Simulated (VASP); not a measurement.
# SnO in VASP: a series of runs, part 2 of 2

VASP 6.6.1.

## Step 4: Single point, PBE

This run uses another cell than the first one, of 52.68 Å³/atom, 1.157 times its volume.

Contents of INCAR:

```
PREC     = Accurate       # precision mode
ENCUT    = 460            # plane-wave cutoff, eV
EDIFF    = 1E-7           # SCF threshold, eV
ISMEAR   = 0              # smearing method
SIGMA    = 0.02           # smearing width, eV
LREAL    = F              # projectors in reciprocal space
LASPH    = T              # aspherical terms in the spheres
NELM     = 120            # most SCF steps
ALGO     = Normal         # electronic algorithm
ISIF     = 2              # what is computed and relaxed
LWAVE    = F              # write WAVECAR
LCHARG   = F              # write CHGCAR
LDIPOL   = T            
IDIPOL   = 3            
DIPOL    = 0.5 0.5 0.500
GGA      = PE             # functional
NBANDS   = 32             # bands
LVHAR    = T            
LVACPOTAV= T
```

Contents of KPOINTS:

```
Automatic mesh
0
Gamma
  6 6 1
```

Contents of POSCAR:

```
SnO
1.0
    3.7986313300      0.0000000000      0.0000000000
   -0.5079724300      3.7645137800      0.0000000000
    0.0000000000      0.0000000000     14.7355200000
Sn O
2 2
Direct
    0.0000000000      0.0000000000      0.4083113456
    0.4410000000      0.5590000000      0.5939525717
    0.0700000000      0.5700000000      0.4988680413
    0.4300000000      0.9300000000      0.4988680413
```

Potentials or basis: VASP PAW PBE potentials, release 64 (Sn_d, O).

On the command line:

```
$ cat potpaw_PBE.64/Sn_d/POTCAR potpaw_PBE.64/O/POTCAR > POTCAR
$ mpirun -np 1 vasp_std > vasp.out
```

OUTCAR:

```text
PREC = Accurate
   ENCUT = 460
   EDIFF = 1E-7
   ISMEAR = 0
   LREAL = F
   LASPH = T
   NELM = 120
   ISIF = 2
   GGA = PE

 Found     13 irreducible k-points:

 Following reciprocal coordinates:
            Coordinates               Weight
  0.000000  0.000000  0.000000      1.000000
  0.166667  0.000000  0.000000      4.000000
  0.333333  0.000000  0.000000      4.000000
  0.500000  0.000000  0.000000      2.000000
  0.166667  0.166667  0.000000      2.000000
  0.333333  0.166667  0.000000      4.000000
   k-points           NKPTS =     13   k-points in BZ     NKDIM =     13   number of bands    NBANDS=     32
   number of dos      NEDOS =    301   number of ions     NIONS =      4
   total plane-waves  NPLWV =  84672
   dimension x,y,z NGX =    28 NGY =   28 NGZ =  108
   dimension x,y,z NGXF=    56 NGYF=   56 NGZF=  216
   ions per type =               2   2
   NGX,Y,Z   is equivalent  to a cutoff of  12.25, 12.25, 12.18 a.u.
   NGXF,Y,Z  is equivalent  to a cutoff of  24.51, 24.51, 24.37 a.u.
 SYSTEM =  unknown system
   PREC   = accura    normal or accurate (medium, high low for compatibility)
   ISTART =      0    job   : 0-new  1-cont  2-samecut
   ICHARG =      2    charge: 1-file 2-atom 10-const
   ISPIN  =      1    spin polarized calculation?
[... 63 lines left out ...]
 fundamental gap:      0.0352418996
 Fermi energy:         0.6704238520

 k-point     1 :       0.0000    0.0000    0.0000
  band No.  band energies     occupation
      1     -22.2591      2.00000
      2     -21.9139      2.00000
      3     -21.7319      2.00000
      4     -21.7011      2.00000
      5     -21.6780      2.00000
      6     -21.6714      2.00000
[... 199 lines left out ...]
     31       7.9257      0.00000
     32       8.7870      0.00000

 [... further k-points ...]

------------------------ aborting loop because EDIFF is reached ----------------------------------------

  FORCE on cell =-STRESS in cart. coord.  units (eV):
  Direction    XX          YY          ZZ          XY          YZ          ZX
  --------------------------------------------------------------------------------------
  -------------------------------------------------------------------------------------
  Total        6.5339159      8.7770709     -1.1753787      8.3118563     -2.7886069      3.1901556
  in kB       49.6801182     66.7357713     -8.9369001     63.1985490    -21.2029544     24.2560981
  external PRESSURE =      35.8263298 kB  Pullay stress =       0.0000000 kB

 VOLUME and BASIS-vectors are now :
 -----------------------------------------------------------------------------
  energy-cutoff  :      460.00
  volume of cell :      210.72
      direct lattice vectors                 reciprocal lattice vectors
     3.798631330  0.000000000  0.000000000     0.263252712  0.035522548  0.000000000
    -0.507972430  3.764513780  0.000000000     0.000000000  0.265638555  0.000000000
     0.000000000  0.000000000 14.735520000     0.000000000  0.000000000  0.067863231

 POSITION                                       TOTAL-FORCE (eV/Angst)
 -----------------------------------------------------------------------------------
      0.00000      0.00000      6.01668        -0.719900      0.629283      1.444550
      1.39124      2.10436      8.75220         1.584933     -1.385431      0.710126
     -0.02364      2.14577      7.35108        -6.609572     -6.688477     -1.077338
      1.16100      3.50100      7.35108         5.744539      7.444626     -1.077338
 -----------------------------------------------------------------------------------
    total drift:                                0.000722     -0.000631      0.000960

  FREE ENERGIE OF THE ION-ELECTRON SYSTEM (eV)
  ---------------------------------------------------
  free  energy   TOTEN  =       -18.7460936966 eV

  energy  without entropy=      -18.7456878391  energy(sigma->0) =      -18.74589077

 vacuum level on the upper side and lower side of the slab         3.650         3.626
```

stdout:

```text
POSCAR found type information on POSCAR SnO
 POSCAR found :  2 types and       4 ions
 scaLAPACK will be used
 LDA part: xc-table for (Slater+PW92), standard interpolation
 POSCAR, INCAR and KPOINTS ok, starting setup
 FFT: planning ... GRIDC
 FFT: planning ... GRID_SOFT
 FFT: planning ... GRID
 WAVECAR not read
 entering main loop
 -----------------------------------------------------------------------------
|                                                                             |
|           W    W    AA    RRRRR   N    N  II  N    N   GGGG   !!!           |
|           W    W   A  A   R    R  NN   N  II  NN   N  G    G  !!!           |
|           W    W  A    A  R    R  N N  N  II  N N  N  G       !!!           |
|           W WW W  AAAAAA  RRRRR   N  N N  II  N  N N  G  GGG   !            |
|           WW  WW  A    A  R   R   N   NN  II  N   NN  G    G                |
|           W    W  A    A  R    R  N    N  II  N    N   GGGG   !!!           |
|                                                                             |
|     Did not find any points to average over, which means that no vacuum     |
|     field-free region was found. Please increase the size of  your cell     |
|     in the dimension of the dipole correction to obtain accurate            |
|     workfunction values.                                                    |
|                                                                             |
 -----------------------------------------------------------------------------
```

Wall time 98 s (1 thread of Intel Xeon Platinum 8488C (Sapphire Rapids), shared host); peak memory 0.28 GiB.

These settings aren't checked as converged: the numbers below hold their error.

Results:

```yaml
Free_energy: -18.7461 eV
Largest_force: 9.465 eV/Å
Band_gap_on_the_k_mesh: 0.04 eV, indirect (least direct gap 0.25 eV)
Ionisation_potential_of_the_upper_face: 3.00 eV
```

Caveat: the cutoff is under 1.25 times the usual one of these potentials, so pressure, stress and relaxed cells hold a basis-set (Pulay) error; spin-orbit coupling is left out, which moves the levels of the heavy elements.

## Step 5: Single point, PBE

This run uses another cell than the first one, of 74.13 Å³/atom, 1.628 times its volume.

INCAR: that of step 4 with these lines changed.

```diff
@@ -4,3 +4,3 @@
 ISMEAR   = 0              # smearing method
-SIGMA    = 0.02           # smearing width, eV
+SIGMA    = 0.05           # smearing width, eV
 LREAL    = F              # projectors in reciprocal space
```

Contents of KPOINTS:

```
Automatic mesh
0
Gamma
  5 5 1
```

Contents of POSCAR:

```
SnO
1.0
    3.7986313300      0.0000000000      0.0000000000
   -0.5079724300      3.7645137800      0.0000000000
    0.0000000000      0.0000000000     20.7355200000
Sn O
2 2
Direct
    0.0000000000      0.0000000000      0.4348422417
    0.4410000000      0.5590000000      0.5667665918
    0.0700000000      0.5700000000      0.4991955832
    0.4300000000      0.9300000000      0.4991955832
```

On the command line:

```
$ cat potpaw_PBE.64/Sn_d/POTCAR potpaw_PBE.64/O/POTCAR > POTCAR
$ mpirun -np 1 vasp_std > vasp.out
```

It took 1.9 min on 1 thread of Intel Xeon Platinum 8488C (Sapphire Rapids), shared host; peak memory 0.34 GiB.

These settings aren't checked as converged: the numbers below hold their error.

Results:

```
Free energy                            : -18.7445 eV
Largest force                          : 9.503 eV/Å
Band gap on the k mesh                 : 0.24 eV, indirect (least direct gap 0.38 eV)
Ionisation potential of the upper face : 2.98 eV
```

Caveat: the cutoff is under 1.25 times the usual one of these potentials, so pressure, stress and relaxed cells hold a basis-set (Pulay) error; spin-orbit coupling is left out, which moves the levels of the heavy elements.

## Step 6: Single point, PBE

This run uses another cell than the first one, of 63.40 Å³/atom, 1.393 times its volume.

INCAR is that of step 5.

Contents of KPOINTS:

```
Automatic mesh
0
Gamma
  6 6 1
```

Contents of POSCAR:

```
SnO
1.0
    3.7986313300      0.0000000000      0.0000000000
   -0.5079724300      3.7645137800      0.0000000000
    0.0000000000      0.0000000000     17.7355200000
Sn O
2 2
Direct
    0.0000000000      0.0000000000      0.4238206717
    0.4410000000      0.5590000000      0.5780602993
    0.0700000000      0.5700000000      0.4990595145
    0.4300000000      0.9300000000      0.4990595145
```

Potentials or basis: VASP PAW PBE potentials, release 64 (Sn_d, O).

On the command line:

```
$ cat potpaw_PBE.64/Sn_d/POTCAR potpaw_PBE.64/O/POTCAR > POTCAR
$ mpirun -np 1 vasp_std > vasp.out
```

OUTCAR:

```text
PREC = Accurate
   ENCUT = 460
   EDIFF = 1E-7
   ISMEAR = 0
   LREAL = F
   LASPH = T
   NELM = 120
   ISIF = 2
   GGA = PE

 Found     13 irreducible k-points:

 Following reciprocal coordinates:
            Coordinates               Weight
  0.000000  0.000000  0.000000      1.000000
  0.166667  0.000000  0.000000      4.000000
  0.333333  0.000000  0.000000      4.000000
  0.500000  0.000000  0.000000      2.000000
  0.166667  0.166667  0.000000      2.000000
  0.333333  0.166667  0.000000      4.000000
   k-points           NKPTS =     13   k-points in BZ     NKDIM =     13   number of bands    NBANDS=     32
   number of dos      NEDOS =    301   number of ions     NIONS =      4
[... 294 lines left out ...]
  -------------------------------------------------------------------------------------
  Total        6.5000550      8.7185851     -1.0702505      8.2206107     -2.7874775      3.1888635
  in kB       41.0627139     55.0778058     -6.7610797     51.9319587    -17.6092959     20.1449667
  external PRESSURE =      29.7931467 kB  Pullay stress =       0.0000000 kB

 VOLUME and BASIS-vectors are now :
 -----------------------------------------------------------------------------
  energy-cutoff  :      460.00
  volume of cell :      253.62
      direct lattice vectors                 reciprocal lattice vectors
     3.798631330  0.000000000  0.000000000     0.263252712  0.035522548  0.000000000
    -0.507972430  3.764513780  0.000000000     0.000000000  0.265638555  0.000000000
     0.000000000  0.000000000 17.735520000     0.000000000  0.000000000  0.056384025

 POSITION                                       TOTAL-FORCE (eV/Angst)
 -----------------------------------------------------------------------------------
      0.00000      0.00000      7.51668        -0.717032      0.626776      1.410437
      1.39124      2.10436     10.25220         1.586709     -1.386983      0.752211
     -0.02364      2.14577      8.85108        -6.581189     -6.651321     -1.081324
      1.16100      3.50100      8.85108         5.711512      7.411528     -1.081324
 -----------------------------------------------------------------------------------
    total drift:                                0.000520     -0.000454      0.000687

  FREE ENERGIE OF THE ION-ELECTRON SYSTEM (eV)
  ---------------------------------------------------
  free  energy   TOTEN  =       -18.7467698686 eV

  energy  without entropy=      -18.7448344470  energy(sigma->0) =      -18.74580216

 vacuum level on the upper side and lower side of the slab         3.039         3.011
```

OSZICAR:

```text
N       E                     dE             d eps       ncg     rms          rms(c)
DAV:   1     0.361139962933E+03    0.36114E+03   -0.17802E+04   912   0.110E+03
DAV:   2     0.383807492798E+02   -0.32276E+03   -0.30906E+03   920   0.316E+02
DAV:   3    -0.214552598169E+02   -0.59836E+02   -0.57952E+02  1080   0.141E+02
DAV:   4    -0.242686841536E+02   -0.28134E+01   -0.28092E+01   952   0.346E+01
[... 15 lines left out ...]
DAV:  20    -0.187467617452E+02   -0.29880E-04   -0.12914E-06   888   0.345E-03    0.240E-03
DAV:  21    -0.187467673937E+02   -0.56485E-05   -0.31460E-07   744   0.398E-03    0.271E-04
DAV:  22    -0.187467695841E+02   -0.21904E-05   -0.80643E-08   664   0.129E-03    0.271E-04
DAV:  23    -0.187467697846E+02   -0.20048E-06   -0.69317E-09   784   0.564E-04    0.162E-04
DAV:  24    -0.187467698686E+02   -0.84028E-07   -0.30147E-09   656   0.467E-04
   1 F= -.18746770E+02 E0= -.18745802E+02  d E =-.193542E-02
```

stdout:

```text
POSCAR found type information on POSCAR SnO
 POSCAR found :  2 types and       4 ions
 scaLAPACK will be used
 LDA part: xc-table for (Slater+PW92), standard interpolation
 POSCAR, INCAR and KPOINTS ok, starting setup
 FFT: planning ... GRIDC
 FFT: planning ... GRID_SOFT
 FFT: planning ... GRID
 WAVECAR not read
 entering main loop
 -----------------------------------------------------------------------------
|                                                                             |
|           W    W    AA    RRRRR   N    N  II  N    N   GGGG   !!!           |
|           W    W   A  A   R    R  NN   N  II  NN   N  G    G  !!!           |
|           W    W  A    A  R    R  N N  N  II  N N  N  G       !!!           |
|           W WW W  AAAAAA  RRRRR   N  N N  II  N  N N  G  GGG   !            |
|           WW  WW  A    A  R   R   N   NN  II  N   NN  G    G                |
|           W    W  A    A  R    R  N    N  II  N    N   GGGG   !!!           |
|                                                                             |
|     Did not find any points to average over, which means that no vacuum     |
|     field-free region was found. Please increase the size of  your cell     |
|     in the dimension of the dipole correction to obtain accurate            |
|     workfunction values.                                                    |
|                                                                             |
 -----------------------------------------------------------------------------
```

Wall time 2 min (1 thread of Intel Xeon Platinum 8488C (Sapphire Rapids), shared host); peak memory 0.32 GiB.

These settings aren't checked as converged: the numbers below hold their error.

Results:

| Property | Result |
| --- | --- |
| Free energy | -18.7468 eV |
| Largest force | 9.419 eV/Å |
| Band gap on the k mesh | 0.05 eV, indirect (least direct gap 0.26 eV) |
| Ionisation potential of the upper face | 3.02 eV |

Caveat: the cutoff is under 1.25 times the usual one of these potentials, so pressure, stress and relaxed cells hold a basis-set (Pulay) error; spin-orbit coupling is left out, which moves the levels of the heavy elements.
